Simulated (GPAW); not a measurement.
**SnO2 (Cassiterite) in GPAW: the effect of functional**

The system is SnO2 (Cassiterite).

```
Sn O
1.0
     4.73800    0.00000    0.00000
     0.00000    4.73800    0.00000
     0.00000    0.00000    3.18650
Sn O
2 4
Cartesian
  2.3690 2.3690 1.5933
  0.0000 0.0000 0.0000
  3.8240 0.9140 1.5933
  3.2830 3.2830 0.0000
  0.9140 3.8240 1.5933
  1.4550 1.4550 0.0000
```

Alike in all runs:

- Program: GPAW 26.7.0
- Task: dielectric tensor
- Cutoff: 550 eV
- Basis: pw
- k mesh: 5 × 5 × 7
- Occupations: fermi-dirac, width 0.001 eV
- Spin: no spin polarisation

One run gave: gap on the mesh 1.25 eV; dielectric constant 4.31 mean. Which functional did it use?
A. LDA
B. AM05
C. PBEsol

B.

```tsv
functional	potentials or basis	gap on the mesh (eV)	dielectric constant (mean)
LDA	the program's PAW data sets (release 1.2.1) made for this functional	1.14	4.43
AM05	PAW data sets generated in the run's folder for this functional	1.25	4.31
PBEsol	PAW data sets generated in the run's folder for this functional	1.19	4.38
```

Caveats: the long-wavelength limit can be off by a per cent or two; spin-orbit coupling is left out, which moves the levels of the heavy elements; an odd mesh through Γ misses points on the zone boundary, where band edges often lie.

Runs at the PBE level aren't shown here.
